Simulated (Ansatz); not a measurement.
The calculation used DFT PBE, scalar-relativistic, plane waves, PAW in Ansatz 0.2.0. Settings: cutoff 420 eV, Γ-centred meshes spaced at most about 0.3 Å⁻¹, and about 0.25 Å⁻¹ or finer for metals (2π included), Gaussian smearing. No spin polarisation.

All energies are static (0 K, no zero-point motion).

Compare these two cells of Na₃H₂, each relaxed at this level.

1.

Space group P-4m2 (No. 115). a = 4.391 Å, b = 4.391 Å, c = 7.621 Å, α = 90.00°, β = 90.00°, γ = 90.00°
```tsv
atom	site	symmetry	x	y	z
Na	1a	-4m2	0.0000	0.0000	0.0000
Na	1c	-4m2	0.5000	0.5000	0.5000
Na	1d	-4m2	0.0000	0.0000	0.5000
H	2g	2mm.	0.5000	0.0000	0.5510
```

2.

Space group P-3m1 (No. 164). a = 3.440 Å, b = 3.440 Å, c = 8.936 Å, α = 90.00°, β = 90.00°, γ = 120.00°
| atom | site | symmetry | x | y | z |
| --- | --- | --- | --- | --- | --- |
| Na | 1a | -3m. | 0.0000 | 0.0000 | 0.0000 |
| Na | 2d | 3m. | 0.3333 | 0.6667 | 0.6805 |
| H | 2d | 3m. | 0.3333 | 0.6667 | 0.1573 |

**Question.** Which would you expect to be lower, and how large is the difference?

**Answer.** Cell 2 is lower, by 148 meV/atom. Cell 1 has space group P-4m2 (No. 115), 29.4 Å³/atom and no gap on its mesh; cell 2 has space group P-3m1 (No. 164), 18.3 Å³/atom and no gap. Counting H atoms around Na (those within 1.25 times the shortest such distance or 1.15 times the sum of covalent radii; a plus sign parts nearer from farther groups; the shortest distance is added where it is long for a bond; a slash parts the counts of unlike sites), cell 1 has Na 4/4+4 from 4.1 Å and cell 2 has Na 3/6. The denser one is the lower, and pressure would at first widen the difference. Both come from invented guesses.

With hydrogen, zero-point motion can shift such differences by 10 meV/atom or more. Cells relaxed within their symmetry can be saddle points.
